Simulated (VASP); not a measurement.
Here is a VASP 6.6.1 calculation.

The input INCAR:

```
SYSTEM = Be
PREC = Accurate
ENCUT = 600
EDIFF = 1E-6
ISMEAR = -1
SIGMA = 0.05
LREAL = .False.
LASPH = .True.
NELM = 100
ALGO = Fast
ISIF = 3
LWAVE = .False.
LCHARG = .False.
GGA = RE
IVDW = 12
IBRION = 2
NSW = 40
EDIFFG = -0.02
```

The input KPOINTS:

```
Automatic mesh
0
Gamma
  14 14 14
  0 0 0
```

The input POSCAR:

```
Be
1.0
    0.0000000000      1.5790500000      1.5790500000
    1.5790500000      0.0000000000      1.5790500000
    1.5790500000      1.5790500000      0.0000000000
Be
1
Direct
    0.0000000000      0.0000000000      0.0000000000
```

Potentials or basis: VASP PAW PBE potentials, release 64 (Be).

Command:

```sh
$ cat potpaw_PBE.64/Be/POTCAR > POTCAR
$ mpirun -np 1 vasp_std > vasp.out
```

Task: Estimate the dispersion energy per atom.

Result: -0.804 eV.

Task: Estimate the relaxed cell.

Result: a = 2.154 Å, b = 2.154 Å, c = 2.154 Å, α = 60.00°, β = 60.00°, γ = 60.00°.

Final structure:
```cif
data_structure
_symmetry_space_group_name_H-M 'P 1'
_symmetry_Int_Tables_number 1
_cell_length_a 2.1539
_cell_length_b 2.1539
_cell_length_c 2.1539
_cell_angle_alpha 60.000
_cell_angle_beta 60.000
_cell_angle_gamma 60.000
_cell_volume 7.07
loop_
_atom_site_label
_atom_site_type_symbol
_atom_site_fract_x
_atom_site_fract_y
_atom_site_fract_z
_atom_site_occupancy
Be1 Be 0.00000 0.00000 0.00000 1
```
